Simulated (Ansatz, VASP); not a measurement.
**One calculation of Ti, two programs**

```
CELL_PARAMETERS angstrom
0.00000 2.03000 2.03000
2.03000 0.00000 2.03000
2.03000 2.03000 0.00000
ATOMIC_POSITIONS crystal
Ti 0.00000 0.00000 0.00000
```

Alike in both runs: task single point; functional LDA; k mesh 15 × 15 × 15; occupations fermi-dirac, width 0.05 eV; no spin polarisation.

|  | VASP | Ansatz |
| --- | --- | --- |
| version | VASP 6.6.1 | Ansatz 0.2.0 |
| potentials or method | VASP PAW LDA potentials, release 64 (Ti_sv), cutoff 520 eV | all-electron LAPW, scalar-relativistic |

|  | VASP | Ansatz | Ansatz less VASP |
| --- | --- | --- | --- |
| pressure (GPa) | -5.0 | -4.8 | +0.14 |

Ansatz ran all-electron here, so the differences hold the error of VASP's frozen core and of both bases.
